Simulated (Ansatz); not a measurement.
Set up this calculation in Ansatz 0.2.0, as the native input.

```
Task                                : band structure
Functional                          : PBE
Potentials or basis                 : Ansatz PAW
Cutoff                              : 420 eV (not typed: the program's choice for these potentials)
k mesh                              : 6 × 6 × 6
Occupations                         : fermi-dirac, width 0.05 eV
Spin                                : no spin polarisation
Path                                : [["G", "X", "M", "G", "Z", "P", "N", "Z1", "M"], ["X", "P"]]
Points for each segment of the path : 10
```

TiO2:

```
Ti O
1.0
    -2.97316    3.28737    3.28740
     2.97316   -3.28737    3.28740
     2.97316    3.28737   -3.28740
Ti O
4 8
Direct
  0.00000 0.50000 0.00000
  0.00000 0.00000 0.50000
  0.49524 0.24524 0.25000
  0.50475 0.75475 0.75000
  0.69508 0.69523 0.50015
  0.69508 0.19493 0.99985
  0.80452 0.74962 0.05490
  0.19472 0.74962 0.44510
  0.80528 0.25038 0.55490
  0.30492 0.80507 0.00015
  0.19548 0.25038 0.94510
  0.30492 0.30477 0.49985
```

The cell is a database's computed one.

One way to write it, as run:

input.yaml

```yaml
crystal:
  lattice:
    - [-2.97316, 3.287369, 3.287402]
    - [2.97316, -3.287369, 3.287402]
    - [2.97316, 3.287369, -3.287402]
  atoms:
    - { symbol: Ti, position: [0.0, 0.5, 0.0] }
    - { symbol: Ti, position: [0.0, 0.0, 0.5] }
    - { symbol: Ti, position: [0.495245, 0.245245, 0.25] }
    - { symbol: Ti, position: [0.504755, 0.754755, 0.75] }
    - { symbol: O, position: [0.695081, 0.69523, 0.500149] }
    - { symbol: O, position: [0.695081, 0.194932, 0.999851] }
    - { symbol: O, position: [0.804516, 0.749617, 0.054899] }
    - { symbol: O, position: [0.194718, 0.749617, 0.445101] }
    - { symbol: O, position: [0.805282, 0.250383, 0.554899] }
    - { symbol: O, position: [0.304919, 0.805068, 0.000149] }
    - { symbol: O, position: [0.195484, 0.250383, 0.945101] }
    - { symbol: O, position: [0.304919, 0.30477, 0.499851] }
hamiltonian:
  xc: pbe
  pseudopotentials: { kind: paw }
kpoints:
  mp_grid: { grid: [6, 6, 6] }
  band_path:
    path:
      - [[0.0, 0.0, 0.0], [-0.5, 0.0, 0.0], [-0.5, -0.5, 0.5], [0.0, 0.0, 0.0], [0.4544894662, -0.4544894662, -0.4544894662], [-0.25, -0.25, -0.25], [0.0, -0.5, 0.0], [-0.4544894662, -0.5455105338, 0.4544894662], [-0.5, -0.5, 0.5]]
      - [[-0.5, 0.0, 0.0], [-0.25, -0.25, -0.25]]
    npoints: 10
scf:
  occupations: { method: fermi_dirac, width: 0.05 }
  n_extra_bands: 30
output:
  forces: true
  stress: true
  eigenvalues: true
  fatbands: true
  write_density: true
  write_potential: true
  elf: true
  volumetric_format: npy
```

Potentials or basis: Ansatz PAW.

Run with:

```console
$ ansatz run input.yaml --threads 4 --pin off --max-ram 11264MiB --backend cpu --events-out ev --progress --plain --runs-dir out
```

Results of the run:

| Item | Value |
| --- | --- |
| Pressure | -1.4 GPa |
| Largest force | 0.060 eV/Å |
| Band gap on the k mesh | 1.84 eV |
| Band gap along the path | 1.84 eV |

Caveat: the pressure holds a Pulay correction of +0.7 GPa for the finite cutoff.

Run time: 22 s on 4 threads of Arm Neoverse V2, on a shared host, peak memory 0.92 GiB.
